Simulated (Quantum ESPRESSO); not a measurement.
Runs of Quantum ESPRESSO 7.5 on CsPbCl3. Symmetry: Pm-3m, No. 221, cubic system. The conventional cell has a = 5.605 Å, b = 5.605 Å, c = 5.605 Å, α = 90.00°, β = 90.00°, γ = 90.00°. Pb (site symmetry m-3m) has 6 Cl at 2.80 Å as nearest neighbours. Cs (site symmetry m-3m) has 12 Cl at 3.96 Å as nearest neighbours. Around Cl (site symmetry 4/mmm) lie 2 Pb at 2.80 Å. 

| task | level | potentials or basis | cutoff (eV) | form of the LDA correlation | SCF threshold | symmetry | pressure (GPa) | V0 of scaled cells (Å³/atom) | B0 (GPa) |
| --- | --- | --- | --- | --- | --- | --- | --- | --- | --- |
| equation of state | LDA | GBRV 1.5 LDA | 612 | PZ81 | 1e-09 Ry | - | - | (a) | 30 |
| band structure | PBE | SSSP 1.3 efficiency PBE | 748 | - | 1e-09 Ry | - | 1.7 | - | - |
| band structure | r2SCAN | SG15 PBE 1.2 | 789 | - | 1e-08 Ry | off | (b) | - | - |
| equation of state | PBEsol | GBRV 1.5 PBEsol | 612 | - | 1e-09 Ry | - | - | 35.33 | 25 |

Alike in all rows: no spin polarisation; cell as given; k mesh 5 × 5 × 5; smearing fermi-dirac 0.05 eV.

Task: Estimate the missing entries.

Result: (a) 33.50; (b) 0.5.

Caveats: the potentials were made for another functional, which shifts forces and pressure (some runs); this potential file gives levels or pressures that part from those of other sets (some runs).
